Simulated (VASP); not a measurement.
Here is a VASP 6.6.1 calculation.

Contents of POSCAR:

```
ZnS
1.0
    3.8054280271      0.0000000000      0.0000000000
   -1.9027140135      3.2955973437      0.0000000000
    0.0000000000      0.0000000000      6.2440175078
Zn S
2 2
Direct
    0.3333333333      0.6666666667      0.0053397641
    0.6666666667      0.3333333333      0.5053397641
    0.3333333333      0.6666666667      0.3796602359
    0.6666666667      0.3333333333      0.8796602359
```

File INCAR.step1:

```
SYSTEM = ZnS
ALGO = Normal
EDIFF = 1E-5
ENCUT = 550
GGA = PE
GGA_COMPAT = .False.
ISMEAR = 0
LASPH = .True.
LCHARG = .False.
LREAL = .False.
LWAVE = .True.
NBANDS = 26
NELM = 120
PREC = Accurate
SIGMA = 0.01
```

INCAR.step2

```
SYSTEM = ZnS
ALGO = Normal
EDIFF = 1E-6
ENCUT = 550
GGA_COMPAT = .False.
ISIF = 2
ISMEAR = 0
ISTART = 1
LASPH = .True.
LCHARG = .True.
LELF = .True.
LMIXTAU = .True.
LREAL = .False.
LVHAR = .True.
LWAVE = .False.
METAGGA = R2SCAN
NBANDS = 26
NELM = 120
PREC = Accurate
SIGMA = 0.01
```

KPOINTS

```
k-points
0
Gamma
  6 6 4
  0 0 0
```

Potentials or basis: VASP PAW PBE potentials, release 64 (Zn, S).

Run with:

```console
$ cat potpaw_PBE.64/Zn/POTCAR potpaw_PBE.64/S/POTCAR > POTCAR
$ cp INCAR.step1 INCAR
$ mpirun -np 1 vasp_std > vasp.out
$ cp INCAR.step2 INCAR
$ mpirun -np 1 vasp_std > vasp.out
```

Question: What does it give for the pressure?

Answer: 0.1 GPa.

Question: Estimate the largest force.

Answer: 0.015 eV/Å.

Question: Estimate the band gap on the k mesh.

Answer: 2.79 eV, direct.

Forces in eV/Å, atoms in the order of the input:
```
Zn   0.000  0.000  0.015
Zn   0.000  0.000  0.015
S    0.000  0.000 -0.015
S    0.000  0.000 -0.015
```

Caveat: the PAW data sets were made with another functional, which shifts forces and pressure a little.

**The experiment to reproduce.**

From a printed reference work, monograph, for a bulk crystal of ZnS at 4 K: band gap 3.911 eV (direct).

Against the measured gap of ZnS, 3.911 eV (direct; 4 K; a printed reference work, monograph), the calculated 2.79 eV is off by -1.12 eV. The value is that of r2SCAN, without temperature or zero-point motion.
